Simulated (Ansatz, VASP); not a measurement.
## C in VASP and in Ansatz

The input INCAR:

```
SYSTEM = C
PREC     = Accurate       ! precision mode
ENCUT    = 520            ! plane-wave cutoff, eV
EDIFF    = 1E-6           ! SCF threshold, eV
ISMEAR   = 0              ! smearing method
SIGMA    = 0.02           ! smearing width, eV
LREAL    = .FALSE.        ! projectors in reciprocal space
LASPH    = .TRUE.         ! aspherical terms in the spheres
NELM     = 100            ! most SCF steps
ALGO     = Normal         ! electronic algorithm
ISIF     = 2              ! what is computed and relaxed
LWAVE    = .FALSE.        ! write WAVECAR
LCHARG   = .FALSE.        ! write CHGCAR
GGA      = PS             ! functional
IBRION   = 2              ! ionic algorithm
NSW      = 60             ! ionic steps
EDIFFG   = -0.002         ! ionic threshold
```

KPOINTS

```
regular mesh
0
G
  9 9 6
  0 0 0
```

Contents of POSCAR:

```
C
1.0
    2.4737402479      0.0000000000      0.0000000000
   -1.2368701239      2.1423218970      0.0000000000
    0.0000000000      0.0000000000      4.1189829179
C
4
Direct
    0.3333333333      0.6666666667     -0.0002008248
    0.6666666667      0.3333333333      0.4997991752
    0.3333333333      0.6666666667      0.3742008248
    0.6666666667      0.3333333333      0.8742008248
```

Input for Ansatz:

```yaml
crystal:
  lattice:
    - [2.4737402479, 0.0, 0.0]
    - [-1.2368701239, 2.142321897, 0.0]
    - [0.0, 0.0, 4.1189829179]
  atoms:
    - { symbol: C, position: [0.3333333333, 0.6666666667, -0.0002008248] }
    - { symbol: C, position: [0.6666666667, 0.3333333333, 0.4997991752] }
    - { symbol: C, position: [0.3333333333, 0.6666666667, 0.3742008248] }
    - { symbol: C, position: [0.6666666667, 0.3333333333, 0.8742008248] }
basis:
  ecutwfc: 420
kpoints:
  mp_grid: { grid: [9, 9, 6] }
hamiltonian:
  xc: pbesol
  pseudopotentials: { kind: paw, azcp: { folder: soft_1 } }
scf:
  occupations: { method: gaussian, width: 0.02 }
output:
  forces: true
  stress: true
  eigenvalues: true
relax:
  adjacent_minimum: "off"
  f_tol: 0.002
  max_steps: 40
```

Change from the starting cell: strained cell.

Alike in both runs: task relaxation of the atoms; functional PBEsol; k mesh 9 × 9 × 6; occupations gaussian, width 0.02 eV; no spin polarisation.

|  | VASP | Ansatz |
| --- | --- | --- |
| version | VASP 6.6.1 | Ansatz 0.2.0 |
| potentials or method | VASP PAW PBE potentials, release 64 (C) | scalar-relativistic, plane waves, PAW |
| plane-wave cutoff (eV) | 520 | 420 |
| valence electrons in the cell | 16 | 16 |

|  | VASP | Ansatz | Ansatz less VASP |
| --- | --- | --- | --- |
| gap on the k mesh at the Fermi level, each at its own relaxed structure (eV) | 2.91 | 2.93 | +0.023 |

Ansatz warned: «pseudo_functional_mismatch».

Caveats: an odd mesh through Γ misses points on the zone boundary, where band edges often lie.
